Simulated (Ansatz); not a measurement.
Program: Ansatz. Geometries: PBE0-D4/def2-TZVP. ΔE: electronic, gas phase. CCSD(T)/CBS adds triple-zeta CCSD(T) − MP2 to the extrapolated MP2 energy (def2 sets, frozen cores). This one scheme is used for every species. Functionals use def2-TZVPP. B3LYP here is the variant with VWN-RPA as its local correlation; programs differ in this. One conformer a species, not always the lowest.

Consider the ligand exchange at the Si–C bond: `C[SiH2]C(F)F` + acetic acid → `C[SiH2]OC(C)=O` + difluoromethane.

```
             level  ΔE (kJ/mol)
          B3LYP-D4       -114.5
CCSD(T)/def2-TZVPP       -120.1
```

Problem. What does CCSD(T)/CBS give? (Estimate.)

Solution. Computed: -118.3 kJ/mol. The listed levels differ from it by 3.8, -1.8 kJ/mol.

Largest T1 diagnostic among the species: 0.015.

From PBE to PBE0 (25 % exact exchange), in def2-TZVPP and without D4, ΔE moves by −8.8 kJ/mol. In def2-TZVPP, CCSD(T) changes the Hartree–Fock value by +13.8 kJ/mol (the triples alone add +1.6 kJ/mol) and MP2 by +9.0 kJ/mol.

CCSD(T)/CBS has its own doubt, a few kJ/mol and more with outer-core shells, so smaller differences from it don't rank the levels.
